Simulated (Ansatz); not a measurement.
Bulk crystal (TaN) after relaxation:

```xyz
2
Lattice="2.9240 0.0000 0.0000 -1.4620 2.5322 0.0000 0.0000 0.0000 2.8707" Properties=species:S:1:pos:R:3 pbc="T T T"
Ta    0.0000    1.6882    1.4354
N     0.0000    0.0000    0.0000
```

Miller indices refer to the conventional cell of P-6m2 (No. 187), a = 2.924 Å, b = 2.924 Å, c = 2.871 Å, α = 90.00°, β = 90.00°, γ = 120.00°.

The (101) slab of 12 planes, 11.1 Å thick with 15 Å of vacuum as cut; outer planes Ta (top) and N (bottom).

Method: DFT PBEsol, scalar-relativistic, plane waves, PAW in Ansatz 0.2.0. Plane waves to 420 eV, a k mesh through Γ of 13×9×1 on the computed 12-atom cell and Gaussian smearing (0.10 eV); no spin polarisation. A dipole correction removes the field between periodic images along c.

Results for the relaxed slab:

```yaml
Surface_energy_mean_of_both_faces: 4.90 J/m²
Work_function: 4.26 eV (top), 6.85 eV (bottom)
Dipole_of_the_slab_along_+c_per_cell: 0.16 e·Å
```

Relaxation lowers the energy by 1.657 J/m² a face; the largest move is 0.286 Å.

```
plane (bottom to top) atoms spacing to next, bulk (Å) relaxed (Å) change (%)
                    1      N                      1.583        1.155       -27.0
                    2     Ta                      0.317        0.713      +125.2
                    3      N                      1.583        1.474        -6.9
                    4     Ta                      0.317        0.322        +1.6
                    5      N                      1.583        1.571        -0.7
                    6     Ta                      0.317        0.329        +3.9
                    7      N                      1.583        1.575        -0.5
                    8     Ta                      0.317        0.315        -0.4
                    9      N                      1.583        1.596        +0.9
                   10     Ta                      0.317        0.286        -9.5
                   11      N                      1.583        1.577        -0.4
                   12     Ta
```

Spin–orbit coupling is left out, which can shift energies with elements as heavy as these.

The reference crystal is a form of TaN, which isn't its usual structure.